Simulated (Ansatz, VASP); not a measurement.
## One calculation of Pb, two programs

```
Pb
1.0
     3.25594    0.00000    0.00000
     0.00000    3.25594    0.00000
     0.00000    0.00000    3.25594
Pb
1
Direct
  0.00000 0.00000 0.00000
```

Alike in both runs: functional PBE; k mesh 11 × 11 × 11; occupations fermi-dirac, width 0.08 eV; no spin polarisation.

Ansatz relaxed the structure, and its values are those at the end. VASP's run is a single point on that final structure, the one shown.

```csv
,VASP,Ansatz
version,VASP 6.6.1,Ansatz 0.2.0
potentials or method,"VASP PAW PBE potentials, release 64 (Pb_d)","PAW with Ansatz's default frozen-core files, scalar-relativistic"
plane-wave cutoff (eV),520,420
valence electrons in the cell,14,14
```

|  | VASP | Ansatz | Ansatz less VASP |
| --- | --- | --- | --- |
| pressure (GPa) | -0.1 | 0.0 | +0.05 |

With one functional, cell and mesh, what is left measures potentials, basis and numerics.

Spin-orbit coupling is left out, which matters for the levels of Pb.
